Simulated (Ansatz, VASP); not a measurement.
## Bi in VASP and in Ansatz

Contents of POSCAR:

```
Bi
1.0
    4.3148968867      0.0000000000      0.0000000000
   -2.1574484433      3.7368103186      0.0000000000
    0.0000000000      0.0000000000     27.0530695984
Bi
2
Direct
    0.3333333333      0.6666666667      0.3127438498
    0.6666666667      0.3333333333      0.3757744986
```

Contents of INCAR.step1:

```
SYSTEM = Bi
ALGO     = Normal         ! electronic algorithm
DIPOL    = 0.5 0.5 0.344
EDIFF    = 1E-4           ! SCF threshold, eV
ENCUT    = 520            ! plane-wave cutoff, eV
GGA      = PE             ! functional
IDIPOL   = 3            
ISMEAR   = 0              ! smearing method
LASPH    = .TRUE.         ! aspherical terms in the spheres
LCHARG   = .FALSE.        ! write CHGCAR
LDIPOL   = .TRUE.       
LREAL    = .FALSE.        ! projectors in reciprocal space
LWAVE    = .TRUE.         ! write WAVECAR
NBANDS   = 22             ! bands
NELM     = 100            ! most SCF steps
PREC     = Accurate       ! precision mode
SIGMA    = 0.01           ! smearing width, eV
```

INCAR.step2

```
SYSTEM = Bi
ALGO     = Normal         ! electronic algorithm
DIPOL    = 0.5 0.5 0.344
EDIFF    = 1E-6           ! SCF threshold, eV
ENCUT    = 520            ! plane-wave cutoff, eV
IDIPOL   = 3            
ISIF     = 2              ! what is computed and relaxed
ISMEAR   = 0              ! smearing method
ISTART   = 1            
LASPH    = .TRUE.         ! aspherical terms in the spheres
LCHARG   = .FALSE.        ! write CHGCAR
LDIPOL   = .TRUE.       
LMIXTAU  = .TRUE.       
LREAL    = .FALSE.        ! projectors in reciprocal space
LWAVE    = .FALSE.        ! write WAVECAR
METAGGA  = R2SCAN         ! meta-GGA
NBANDS   = 22             ! bands
NELM     = 100            ! most SCF steps
PREC     = Accurate       ! precision mode
SIGMA    = 0.01           ! smearing width, eV
```

Contents of KPOINTS:

```
k-points
0
G
  6 6 1
  0 0 0
```

Input for Ansatz:

```yaml
crystal:
  lattice:
    - [4.3148968867, 0.0, 0.0]
    - [-2.1574484433, 3.7368103186, 0.0]
    - [0.0, 0.0, 27.0530695984]
  atoms:
    - { symbol: Bi, position: [0.3333333333, 0.6666666667, 0.3127438498] }
    - { symbol: Bi, position: [0.6666666667, 0.3333333333, 0.3757744986] }
  periodic: [true, true, false]
kpoints:
  mp_grid: { grid: [6, 6, 1] }
hamiltonian:
  xc: r2scan
scf:
  occupations: { method: fixed }
output:
  optics:
    e_range: [0, 12]
    de: 0.05
    sigma: 0.1
    bands: { spectra_wanted_up_to: 12 }
  write_density: true
  write_potential: true
  elf: true
  volumetric_format: npy
```

Alike in both runs: task single point; functional r2SCAN; k mesh 6 × 6 × 1; no spin polarisation.

|  | VASP | Ansatz |
| --- | --- | --- |
| version | VASP 6.6.1 | Ansatz 0.2.0 |
| potentials or method | VASP PAW PBE potentials, release 64 (Bi_d) | plane waves, PAW |
| plane-wave cutoff (eV) | 520 | 500 |
| occupations | gaussian, width 0.01 eV | fixed |
| valence electrons in the cell | 30 | 30 |

|  | VASP | Ansatz | Ansatz less VASP |
| --- | --- | --- | --- |
| gap on the k mesh at the Fermi level (eV) | 0.86 | 0.88 | +0.016 |

Ansatz warned: «xc_potential_rough_in_thin_density».

Caveats: spin-orbit coupling is left out, which as a rule narrows the gap of such compounds by several tenths of an eV.
